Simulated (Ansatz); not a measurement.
## CdO: the change of pressure with volume scale

Results calculated with Ansatz 0.2.0, not measured. Periodic Kohn-Sham DFT of a crystal at fixed atoms, scaled to volume_scale times the given cell; pressure positive in compression, energy less spherical unpolarised free atoms, largest_vzz the field gradient of largest size among the nuclei.

The cell before it is scaled or strained (space group Fm-3m, No. 225):
```
CELL_PARAMETERS angstrom
0.00000 2.34810 2.34810
2.34810 0.00000 2.34810
2.34810 2.34810 0.00000
ATOMIC_POSITIONS crystal
Cd 0.00000 0.00000 0.00000
O 0.50000 0.50000 0.50000
```

Settings of every row: method frozen-core PAW; functional PBEsol; relativity scalar; k mesh 11x11x11; filling fermi-dirac; smearing width 0.02 eV; wave cutoff 420 eV; paw set soft_2.

Atom start moment: 0 on all atoms.

Limits: PAW files made with PBE.

| row | volume scale | V (Å³/atom) | pressure (GPa) |
| --- | --- | --- | --- |
| 1 | 0.94 | 12.17 | 9.678 |
| 2 | 0.96 | 12.43 | 5.862 |
| 3 | 0.98 | 12.687 | 2.466 |
| 4 | 0.99 | 12.819 | 0.911 |
| 5 | 1 | 12.947 | -0.558 |
| 6 | 1.01 | 13.078 | -1.943 |
| 7 | 1.02 | 13.205 | ? |
| 8 | 1.04 | 13.464 | -5.645 |
| 9 | 1.06 | 13.723 | -7.778 |

Question: what pressure should row 7 give?

Worked fit of pressure. Take u = (V_r/V)^(2/3) − 1 with V_r = 12.883 Å³ an atom, which is twice the finite (Eulerian) strain; such expansions in the strain, on which the Birch-Murnaghan equation of state is built, carry the rest volume and the bulk modulus. The shown rows have u = 0.03869, 0.02415, 0.01027, 0.00333, -0.0033, -0.00997, -0.02898, -0.04124. Least squares give pressure = 0.1636 + 219.91 × u + 667.26 × u² GPa; a straight line predicts inner rows, each left out in turn, worse (root mean square 0.35 against 0.018 GPa). The rows lie off it by 0.007, -0.002, -0.026, 0.008, -0.003, 0.020, 0.004, -0.007 (root mean square 0.013 GPa). The pressure vanishes at u = -0.0007, or V = 12.9 Å³ an atom, and there the bulk modulus at fixed shape and fractions is B = −V dP/dV = (2/3)(1 + u) dP/du = 146 GPa. The withheld row has u = -0.01632, so the fit gives 0.1636 + 219.91 × (-0.01632) + 667.26 × (-0.01632)² = -3.248 GPa.

The calculation gave -3.249 GPa. The fit lies 0.001 GPa (0.0057 % of the column's range) above it, one unit of the last digit.
